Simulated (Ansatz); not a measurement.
# Al (Fm-3m) in Ansatz: reference runs

Aim: a first look at Al with PBEsol, on the cell as given and on a disturbed one.

All numbers are computed with Ansatz 0.2.0; they aren't measurements. Logs are shortened: lines on timing, memory, paths and dates and some standing lists are left out, and cuts for length are marked.

**1. Starting point**

It takes space group Fm-3m (No. 225, cubic). The conventional cell has a = 4.050 Å, b = 4.050 Å, c = 4.050 Å, α = 90.00°, β = 90.00°, γ = 90.00°. Al (site symmetry m-3m) has 12 Al at 2.86 Å as nearest neighbours.

**2. Single point, PBEsol**

File input.yaml:

```yaml
crystal:
  lattice:
    - [0.0, 2.024805, 2.024805]
    - [2.024805, 0.0, 2.024805]
    - [2.024805, 2.024805, 0.0]
  atoms:
    - { symbol: Al, position: [0.0, 0.0, 0.0] }
hamiltonian:
  xc: pbesol
  pseudopotentials: { kind: paw }
kpoints:
  mp_grid: { grid: [11, 11, 11] }
scf:
  occupations: { method: fermi_dirac, width: 0.05 }
output:
  forces: true
  stress: true
  eigenvalues: true
  write_density: true
  write_potential: true
  elf: true
  volumetric_format: npy
```

Potentials or basis: Ansatz PAW.

On the command line:

```bash
> ansatz run input.yaml --threads 2 --pin off --max-ram 5632MiB --backend cpu --events-out ev --progress --plain --runs-dir out
```

What it wrote:

```text
Warning: RAYON_NUM_THREADS=2 ignored (pool sized by the plan → 2); use --threads N
Engine: ansatz 0.2.0, aarch64-unknown-linux-gnu
Pseudopotentials: kind: paw
Pseudopotential: Al, paw, valence charge 3, recommended cutoff 420 eV (normal), Al.paw.azcp
Functional definition: PBEsol
  exchange = pbesol_x
  correlation = pbesol_c
Crystal: 1 atoms, lattice volume = 16.603 Å³
Basis set: ecut = 420 eV, 331 PW (Γ), exchange–correlation on 40×40×40 points (8 copies of the dense FFT grid, shifted against one another)
Bands: 6, of which v1, the nominal top of the filled ones, is band 2 counted from 1 (1 counted from 0)
Symmetry: 48 space group operations
Space group: Fm-3m (ITA 225), of the structure as read, at distance tolerance 2.6e-5 Å
k-points: 56 of 1331
Non-local potential: Al, projectors of the file, l = 0: 2, l = 1: 2, l = 2: 1
PAW form: soft (Blöchl's): semilocal exchange-correlation on the pseudo side does not see the compensation charge
PAW frozen core: Al, regenerated for the run's functional, and the local potential with it (the file was generated under x = pbe(κ = 0.804, μ = 0.2195149727645171), c = pbe(β = 0.06672455060314922))
PAW one-centre angular grid: Al, 110 points (default); XC on 64 Gauss nodes
Initial density: superposition of atomic densities (neutral atoms: chi_scale 0, normalization atom), corrected by the library's trained network
Initial wavefunctions: pseudopotential atomic-orbital guess
Functional: x = pbesol(κ = 0.804, μ = 0.12345679012345678), c = pbesol(β = 0.046)
SCF iter   1: F=—  HF=-524.555516 eV  |F-HF|=—  |Δ(HF+E_count)|=         —  Δρ=7.34e-4  dr2=4.44e-5  ethr=1.77e-3  ⟨swp⟩=4.8  Hψ=2935  notcnv=0
preconditioner: auto → none  [metal: Δε(μ)=0.033 eV  Ē_g=13.138 eV  σ=0.050 eV  W_gap=0.16  n_scr=0 (ndim 8)  ℏωp=15.8 eV  f_vac=0.000  D(μ)=0.54/eV (n_scr^D=0)]
SCF iter   2: F=—  HF=-524.555536 eV  |F-HF|=—  |Δ(HF+E_count)|=   2.03e-5  Δρ=3.74e-4  dr2=1.17e-5  ethr=1.48e-6  ⟨swp⟩=1.8  Hψ=837  notcnv=0
iter 3 did not close the SCF: its close was put off for the readings that it lacked (scf_convergence_deferred on its scf_iter line)
SCF iter   3: F=-524.555540 eV  HF=-524.555540 eV  |F-HF|=2.81e-8  |Δ(HF+E_count)|=   3.76e-6  Δρ=2.09e-5  dr2=8.05e-8  ethr=3.90e-7  ⟨swp⟩=1.0  Hψ=313  notcnv=0
iter 4 did not close the SCF: its close was put off for the readings that it lacked (scf_convergence_deferred on its scf_iter line)
SCF iter   4: F=-524.555540 eV  HF=-524.555540 eV  |F-HF|=3.81e-9  |Δ(HF+E_count)|=   2.18e-8  Δρ=8.15e-6  dr2=1.19e-8  ethr=2.68e-9  ⟨swp⟩=1.1  Hψ=322  notcnv=0
iter 5 did not close the SCF: its close was put off for the readings that it lacked (scf_convergence_deferred on its scf_iter line)
SCF iter   5: F=-524.555540 eV  HF=-524.555540 eV  |F-HF|=3.64e-12  |Δ(HF+E_count)|=   3.63e-9  Δρ=3.80e-7  dr2=1.82e-11  ethr=3.96e-10  ⟨swp⟩=1.0  Hψ=313  notcnv=0
SCF iter   6: F=-524.555540 eV  HF=-524.555540 eV  |F-HF|=1.71e-12  |Δ(HF+E_count)|=  7.16e-12  Δρ=1.68e-7  dr2=4.80e-12  ethr=1.00e-12  ⟨swp⟩=3.8  Hψ=1309  notcnv=0
SCF 1 converged in 6 iterations: F = -524.555540 eV  dr2 = 4.80e-12
SCF converged after 6 iterations
Free energy (F): -524.555540 eV
Harris-Foulkes:  -524.555540 eV  (|F-HF|=1.71e-12)
Internal energy: -524.551542 eV  (E = F + TS)
E sigma→0 (E₀):  -524.553541 eV
Entropy (-TS):   -0.003997 eV (-3.997 meV/atom)
Fermi energy:    7.828018 eV
--- Per-component energies (eV) ---
  E_band       = 10.245903
  E_kinetic    = 22.712201
  E_local      = 9.662686  (includes V_loc(G=0)·N_el)
  E_nonlocal   = 10.361303
  E_hartree    = 0.101074
  E_xc         = -39.352348
  E_vxc        = -29.092589  (∫ρ·V_xc dr)
  E_paw        = -454.692543  (= ΣΔE_a)
  E_vpaw       = -3.599844  (= ΣTr[D̂ρ^β])
  E_aug_tail   = -0.000003  (compensation charges beyond the density's cutoff)
  E_ewald      = -73.363052
  E_core_change = 0.019139  (= ΣΔE_core)
  E_smearing   = -0.003997  (= −TS)
  E_closure    = 0.000000  (closes the sum)
  Σ components = -524.555540   (vs F -524.555540, Δ=0.00e0)
--- Forces (eV/Å), atoms counted from 1 ---
  atom   1  Al     0.00000000     0.00000000     0.00000000
  max |Σ_I F_I| component: 8.22e-33 eV/Å
--- Stress (GPa, compression-positive) ---
       -1.925415      -0.000000       0.000000
       -0.000000      -1.925415      -0.000000
       -0.000000       0.000000      -1.925415
  P = ⅓ Tr σ = -1.9254 GPa (-19.254 kbar)
--- Band table (eV; the first three rows and the last of 56) ---
  k-point 0: bands = ["-3.2595", "20.2992", "20.2992", "20.2992", "21.8142", "21.8142"]
  k-point 1: bands = ["-3.0361", "17.4384", "19.6810", "19.6810", "22.4934", "22.7646"]
  k-point 2: bands = ["-2.3678", "13.8197", "18.9647", "18.9647", "22.2707", "23.5480"]
  k-point 55: bands = ["6.4359", "6.6947", "8.0830", "9.9633", "21.6317", "24.4406"]
```

Wall time 0.36 s (2 threads of Arm Neoverse V2, shared host); peak memory 0.24 GiB.

Results:

```
Free energy            : -524.5555 eV
Pressure               : -1.9 GPa
Band gap on the k mesh : none (metal or under the smearing width)
```

Levels at points of the mesh, in eV from the Fermi level:
| k point | band 1 | band 2 | band 3 | band 4 | band 5 |
| --- | --- | --- | --- | --- | --- |
| (0.00, 0.00, 0.00) | -11.09 | 12.47 | 12.47 | 12.47 | 13.99 |

Caveat: the PAW data sets come from PBE, with cores solved anew for the run's functional, which leaves a small shift of forces and pressure.

**3. Single point, PBEsol (cell strained at random at fixed volume)**

Edit input.yaml of step 2 so:

```diff
@@ -2,7 +2,7 @@
   lattice:
-    - [0.0, 2.024805, 2.024805]
-    - [2.024805, 0.0, 2.024805]
-    - [2.024805, 2.024805, 0.0]
+    - [0.047894, 1.969142, 2.026853]
+    - [2.043256, -0.008354, 2.083101]
+    - [2.040582, 2.022715, -0.005679]
   atoms:
-    - { symbol: Al, position: [0.0, 0.0, 0.0] }
+    - { symbol: Al, position: [0.005978, -0.013119, 0.021168] }
 hamiltonian:
```

Potentials or basis: Ansatz PAW.

On the command line:

```bash
> ansatz run input.yaml --threads 2 --pin off --max-ram 5632MiB --backend cpu --events-out ev --progress --plain --runs-dir out
```

What it wrote:

```text
Warning: RAYON_NUM_THREADS=2 ignored (pool sized by the plan → 2); use --threads N
[... 6 set-up lines as earlier in the session ...]
Crystal: 1 atoms, lattice volume = 16.603 Å³
Basis set: ecut = 420 eV, 329 PW (Γ), exchange–correlation on 40×40×40 points (8 copies of the dense FFT grid, shifted against one another)
Bands: 6, of which v1, the nominal top of the filled ones, is band 2 counted from 1 (1 counted from 0)
Symmetry: 2 space group operations
Space group: P-1 (ITA 2), of the structure as read, at distance tolerance 2.6e-5 Å
k-points: 666 of 1331
[... 7 set-up lines as earlier in the session ...]
SCF iter   1: F=—  HF=-524.550304 eV  |F-HF|=—  |Δ(HF+E_count)|=         —  Δρ=8.10e-4  dr2=6.74e-5  ethr=1.77e-3  ⟨swp⟩=4.7  Hψ=35391  notcnv=0
preconditioner: auto → none  [metal: Δε(μ)=0.028 eV  Ē_g=13.131 eV  σ=0.050 eV  W_gap=0.14  n_scr=0 (ndim 8)  ℏωp=15.8 eV  f_vac=0.000  D(μ)=0.35/eV (n_scr^D=0)]
SCF iter   2: F=—  HF=-524.550302 eV  |F-HF|=—  |Δ(HF+E_count)|=   1.23e-6  Δρ=4.00e-4  dr2=1.56e-5  ethr=2.25e-6  ⟨swp⟩=1.7  Hψ=9835  notcnv=0  defer=5
iter 3 did not close the SCF: its close was put off for the readings that it lacked (scf_convergence_deferred on its scf_iter line)
SCF iter   3: F=-524.550305 eV  HF=-524.550305 eV  |F-HF|=1.24e-8  |Δ(HF+E_count)|=   2.67e-6  Δρ=1.73e-5  dr2=4.83e-8  ethr=5.19e-7  ⟨swp⟩=1.0  Hψ=3778  notcnv=0  defer=5
iter 4 did not close the SCF: its close was put off for the readings that it lacked (scf_convergence_deferred on its scf_iter line)
SCF iter   4: F=-524.550305 eV  HF=-524.550305 eV  |F-HF|=2.89e-10  |Δ(HF+E_count)|=   1.08e-8  Δρ=5.13e-6  dr2=3.45e-9  ethr=1.61e-9  ⟨swp⟩=1.6  Hψ=4285  notcnv=0  defer=5
iter 5 did not close the SCF: its close was put off for the readings that it lacked (scf_convergence_deferred on its scf_iter line)
SCF iter   5: F=-524.550305 eV  HF=-524.550305 eV  |F-HF|=9.09e-13  |Δ(HF+E_count)|=  1.31e-10  Δρ=1.85e-7  dr2=4.40e-12  ethr=1.15e-10  ⟨swp⟩=1.0  Hψ=3796  notcnv=0  defer=5
SCF iter   6: F=-524.550305 eV  HF=-524.550305 eV  |F-HF|=3.41e-13  |Δ(HF+E_count)|=  4.55e-13  Δρ=2.06e-8  dr2=5.30e-14  ethr=1.00e-12  ⟨swp⟩=3.8  Hψ=14211  notcnv=0
SCF 1 converged in 6 iterations: F = -524.550305 eV  dr2 = 5.30e-14
SCF converged after 6 iterations
Free energy (F): -524.550305 eV
Harris-Foulkes:  -524.550305 eV  (|F-HF|=3.41e-13)
Internal energy: -524.547431 eV  (E = F + TS)
E sigma→0 (E₀):  -524.548868 eV
Entropy (-TS):   -0.002874 eV (-2.874 meV/atom)
Fermi energy:    7.855675 eV
--- Per-component energies (eV) ---
  E_band       = 10.238243
  E_kinetic    = 22.721483
  E_local      = 9.632016  (includes V_loc(G=0)·N_el)
  E_nonlocal   = 10.375497
  E_hartree    = 0.104974
  E_xc         = -39.355765
  E_vxc        = -29.096270  (∫ρ·V_xc dr)
  E_paw        = -454.697437  (= ΣΔE_a)
  E_vpaw       = -3.604429  (= ΣTr[D̂ρ^β])
  E_aug_tail   = -0.000002  (compensation charges beyond the density's cutoff)
  E_ewald      = -73.347336
  E_core_change = 0.019139  (= ΣΔE_core)
  E_smearing   = -0.002874  (= −TS)
  E_closure    = 0.000000  (closes the sum)
  Σ components = -524.550305   (vs F -524.550305, Δ=0.00e0)
--- Forces (eV/Å), atoms counted from 1 ---
  atom   1  Al     0.00000000     0.00000000     0.00000000
  max |Σ_I F_I| component: 0.00e0 eV/Å
--- Stress (GPa, compression-positive) ---
       -0.852358      -0.716781      -1.149982
       -0.716781      -0.941197       1.504521
       -1.149982       1.504521      -3.399398
  P = ⅓ Tr σ = -1.7310 GPa (-17.310 kbar)
--- Band table (eV; the first three rows and the last of 666) ---
  k-point 0: bands = ["-3.2607", "19.7630", "20.0292", "21.1051", "21.3136", "21.4453"]
  k-point 1: bands = ["-3.0414", "17.0874", "19.2837", "20.3183", "22.2781", "22.4751"]
  k-point 2: bands = ["-2.3857", "13.5188", "18.5967", "19.6053", "22.5043", "23.0044"]
  k-point 665: bands = ["3.4191", "4.3757", "15.8240", "16.8782", "18.8419", "20.3641"]
```

rho_z.tsv:

```text
# z_ang	rho[e/angstrom^3]
# format = ansatz-planar-average/11
# lattice	0.047894000	1.969142000	2.026853000
# lattice	2.043256000	-0.008354000	2.083101000
# lattice	2.040582000	2.022715000	-0.005679000
# sites	1
# site	13	0.016675875	0.054697958	-0.015331888
0.000000	1.816310e-1
0.143661	1.816358e-1
0.287322	1.817335e-1
0.430983	1.820723e-1
0.574644	1.827770e-1
0.718305	1.835200e-1
[... 12 lines left out ...]
2.585896	1.819969e-1
2.729557	1.817080e-1
```

Run time: 2.5 s. Hardware: 2 threads of Arm Neoverse V2, shared host; peak memory 0.35 GiB.

What came out:

| Property | Result |
| --- | --- |
| Free energy | -524.5503 eV |
| Pressure | -1.7 GPa |
| Band gap on the k mesh | none (metal or under the smearing width) |

Levels at points of the mesh, in eV from the Fermi level:
```tsv
k point	band 1	band 2	band 3	band 4	band 5
(0.00, 0.00, 0.00)	-11.12	11.91	12.17	13.25	13.46
```

Caveat: the PAW data sets come from PBE, with cores solved anew for the run's functional, which leaves a small shift of forces and pressure.
